# How far does the gap of gallium oxide fall when the crystal is stretched?

Alpha gallium oxide has the corundum structure, with six oxygen atoms around each gallium atom. Suppose every edge of its cell is scaled by the same factor. The oxide stays an insulator, but the energy needed to lift an electron across its gap changes. Five volumes below have computed gaps, and the two largest have question marks. Can the five, together with some chemistry, tell what belongs there?

Ga2O3 (R-3c, 10-atom cell) under uniform strain, computed with Ansatz 0.2.0 using HSE06, plane waves and PAW, without spin polarisation or spin-orbit coupling, at atomic positions relaxed with r2SCAN. The cutoff is 420 eV and the k mesh 4×4×4, with gaps also searched between mesh points; c/a is that of the conventional hexagonal cell.

| volume (Å³/atom) | c/a | shortest distance (Å) | band gap (eV) | least direct gap (eV) |
| --- | --- | --- | --- | --- |
| 8.799 | 2.6967 | 1.867 | 5.751 | 6.043 |
| 9.074 | 2.6968 | 1.887 | 5.362 | 5.648 |
| 9.355 | 2.6967 | 1.906 | 4.986 | 5.252 |
| 9.641 | 2.6967 | 1.925 | 4.622 | 4.870 |
| 9.933 | 2.6967 | 1.944 | 4.271 | 4.503 |
| 10.231 | 2.6967 | 1.964 | ? | ? |
| 10.535 | 2.6967 | 1.983 | ? | ? |

The band gap is the least energy between a filled and an empty level, wherever in the band structure the two lie. The least direct gap is the least such energy when both levels belong to the same electron wave vector. The row at 9.641 Å³/atom is the unstrained cell, as relaxed with the r2SCAN functional, which also set the atomic positions in the strained cells. From each row to the next, the edges grow by one per cent of their unstrained length, and the shortest distance between gallium and oxygen grows in step.

## The squeezed end: 8.799 to 9.355 Å³/atom

The first row is a strongly compressed crystal, under a mean pressure of roughly 26 GPa, and it has the widest gap, 5.751 eV. Two steps of expansion bring the gap down to 4.986 eV. The material is the same, with the same bonds and the same number of filled bands. What has changed is how closely gallium and oxygen are pressed together.

To see why this matters, look at the two states that bound the gap. In a simple ionic picture, gallium has given up its outer electrons and oxygen has taken them. The top of the filled bands is then made mostly of oxygen 2p orbitals, and the lowest empty state mostly of gallium 4s orbitals. This assignment is standard chemistry for such oxides; the calculation used here did not split the states into atomic parts.

The empty state is not pure gallium. Gallium 4s mixes with orbitals on the surrounding oxygen atoms, and the mixture that ends up empty is the antibonding one, with a change of sign between the neighbours. For two levels a distance $\Delta$ apart, joined by a coupling $t$, the upper one lies at

$$E_{+} = \bar{E} + \sqrt{\left(\Delta/2\right)^2 + t^2},$$

where $\bar{E}$ is their average. A shorter contact means more overlap, a larger $t$ and a higher antibonding level.

The bonding partner is pushed down by the same coupling, but it lies deep among the filled bands. The highest filled levels are expected to be oxygen 2p states that take little part in the bond to gallium, and so to feel the contact less. Compression therefore raises the upper edge of the gap relative to the lower one, and expansion lets it sink back.

Two further effects act in the same direction. The 4s state spreads over the whole crystal, and squeezing it into less room costs kinetic energy. Ions that are closer also set up a stronger electrostatic potential at each other's sites, which raises levels on the positive gallium relative to those on the negative oxygen. Other effects are expected to pull the opposite way. The filled gallium 3d shell, kept among the valence electrons in this calculation, repels the oxygen 2p levels above it, and the oxygen bands widen; both should lift the top of the filled bands under compression. The table shows the sum of all this. It cannot divide the sum among them. Nor can it say how far each edge of the gap moves, since the levels have no common zero of energy from one volume to the next.

## The middle: around 9.641 Å³/atom

At the unstrained cell the gap is 4.622 eV. Around this point it changes by about 12 eV per unit of the natural logarithm of the volume, a quantity known as the deformation potential. In workshop terms, one per cent more volume costs about 0.12 eV of gap. One per cent more length along every edge is about three per cent more volume, and so costs three times as much.

This is a steep response. If the whole gap simply shrank as the inverse square of the cell edge, the rate would be only about 3 eV per unit of logarithm. The computed rate is about four times that. This is possible because a gap is a difference between level energies that need not shrink in proportion, so a modest percentage change in one of them can be a large percentage of what is left over.

The absolute values need more caution than the changes. HSE06 tends to give too small a gap for wide-gap oxides such as this one. An error that is the same at every volume would drop out of the differences, but the table has no second level of theory to test whether it is the same. The atoms are also held still, so the effect of heating a real crystal, whose vibrations change the gap as well, can't be read from the volume alone.

## Towards stretching: 9.641 to 9.933 Å³/atom

The last known step lowers the gap by 0.351 eV, whereas the first lowered it by 0.389 eV. The steps in length are equal, yet each fall is a little smaller than the one before. The curve is flattening, and a forecast must decide how fast.

The mechanism suggests an answer. If every length in a wave function is stretched by the same factor, its kinetic energy falls as the inverse square of that factor. Couplings between neighbouring valence orbitals follow roughly the same rule near normal bond lengths. With the shape of the cell fixed, lengths grow as the cube root of the volume $V$, which gives

$$E_\mathrm{gap} = A + B\left(\frac{V_0}{V}\right)^{2/3},$$

with $V_0$ the unstrained volume. A least-squares fit to the five known gaps gives $A=-13.32$ eV and $B=17.94$ eV, and it follows those gaps to about a thousandth of an electronvolt.

The negative $A$ is a warning against reading too much into the constants. Taken literally, it would be the gap at infinite separation, where the rules behind the formula no longer hold. Near the volumes in the table the constants are still useful. Their sum is the fitted gap of the unstrained cell, and two thirds of $B$ is the size of the deformation potential there, the 12 eV met above.

## The second column of gaps

In every known row the least direct gap is larger than the band gap. The lowest empty state sits at the zone centre Γ, where the electron wave has the same phase in every cell, while the highest filled state lies some way from Γ, at a point between the mesh points that was located with the PBE functional and then evaluated with HSE06. Both gaps end at the same empty state, so subtracting one from the other removes it. What remains is the depth of the highest filled level at Γ below the true top of the filled bands.

That depth shrinks from 0.292 eV in the first row to 0.232 eV at 9.933 Å³/atom. Part of the reason is probably that oxygen 2p orbitals on neighbouring oxygen atoms overlap less when the crystal expands, so the filled bands spread over a narrower range of energy. Under the inverse-square rule this would shrink the depth by only about 8 per cent over these rows, whereas it shrinks by about a fifth, so plain narrowing is not the whole story. The highest filled level at Γ and the top of the filled bands thus shift against one another as the volume changes, though by little beside the change of the gap itself.

One place in this column is irregular. The direct gap falls by nearly the same amount, about 0.395 eV, in each of the first two steps, although the flattening seen elsewhere would make the first fall clearly larger. Two filled levels at Γ may change places near the squeezed end, so that a different one is on top in the first row. This is a guess, since the symmetry of these levels is not at hand.

## What should replace the question marks?

Take the row at 10.231 Å³/atom, which played no part in the fit. The volume ratio $9.641/10.231$, raised to the power two thirds, is 0.961. The gap should therefore lie below its unstrained value by $17.94\times(1-0.961)$, or about 0.70 eV. Starting from 4.62 eV, this leaves about 3.9 eV, and carrying more digits gives 3.93 eV.

An error bar needs a reasonable competitor. One such competitor keeps the deformation potential constant, so that the gap is a straight line in the logarithm of the volume. It follows the known rows less well, and it predicts lower gaps. The distance between the two forecasts is taken as the uncertainty, which is a judgement and not a statistical interval.

The forecasts are:

- **10.231 Å³/atom:** band gap 3.93 ± 0.03 eV, least direct gap 4.15 ± 0.03 eV.
- **10.535 Å³/atom:** band gap 3.59 ± 0.05 eV, least direct gap 3.80 ± 0.05 eV.

The direct gaps come from the same formula, fitted separately to all five known direct gaps, the irregular first row included. Both cells should keep their highest filled state away from Γ, and the falls should go on shrinking. The direct gap should stay above the band gap by about 0.22 eV and then 0.20 eV, taken before the forecasts are rounded, each ± 0.02 eV. This last range is a separate judgement, not the distance between the two models.

## The stretched end: 10.231 and 10.535 Å³/atom

The withheld rows as computed:

| volume (Å³/atom) | c/a | shortest distance (Å) | band gap (eV) | least direct gap (eV) |
| --- | --- | --- | --- | --- |
| 10.231 | 2.6967 | 1.964 | 3.932 | 4.148 |
| 10.535 | 2.6967 | 1.983 | 3.605 | 3.808 |

All four gaps lie inside their ranges. The band gaps are 3.932 and 3.605 eV, so the forecast was too low by about 0.005 eV in the first cell and 0.012 eV in the second. The falls did go on shrinking, and the direct gap stays above the band gap by 0.216 and then 0.203 eV, as expected within the stated range.

The small misses have a pattern. All four forecasts are too low, and for both kinds of gap the miss grows with distance from the known rows. The real curve therefore flattens slightly faster than the inverse-square rule allows. The constant deformation potential, which flattens less, misses the last band gap by 0.06 eV.

The two-level formula offers a partial reason for the extra bend. When the levels are far apart compared with their coupling, the upward push is close to $t^2/\Delta$. If $\Delta$ stays fixed, a coupling that falls as the inverse square of length gives a push that falls as the inverse fourth power, which bends more strongly. The electrostatic part varies only as the inverse first power and bends less. A mixture of such terms can lie close to an inverse square without following it exactly, but these gaps do not reveal the proportions. Nor is a mixture expected to match in full. For inverse powers that all push the same way, the amount by which each fall shrinks should itself dwindle on stretching, whereas for the band gap it stays at 0.012 or 0.013 eV from the first step to the last.

The success shows that the curve stays smooth and keeps flattening over two more steps of stretching, but it does not single out the inverse square. Simply carrying on the known falls of the band gap, each 0.0127 eV smaller than the one before, gives 3.933 and 3.607 eV, closer than the formula came. It does not prove the orbital picture, since another smooth mechanism could give a similar curve. What the picture adds is a way to think about a related oxide: ask whether its lowest empty state is antibonding between metal and oxygen, and whether its highest filled state is less sensitive to that contact. If both hold, stretching should narrow the gap.

For someone who grows films, one condition matters. These cells were scaled equally in all directions, with $c/a$ fixed. A film held to a substrate is stretched or compressed in its plane and free to relax along its normal, so its shape changes as well as its volume. The figure of 0.12 eV for each per cent of volume describes the uniform part of such a strain, and the change of shape needs a calculation of its own.
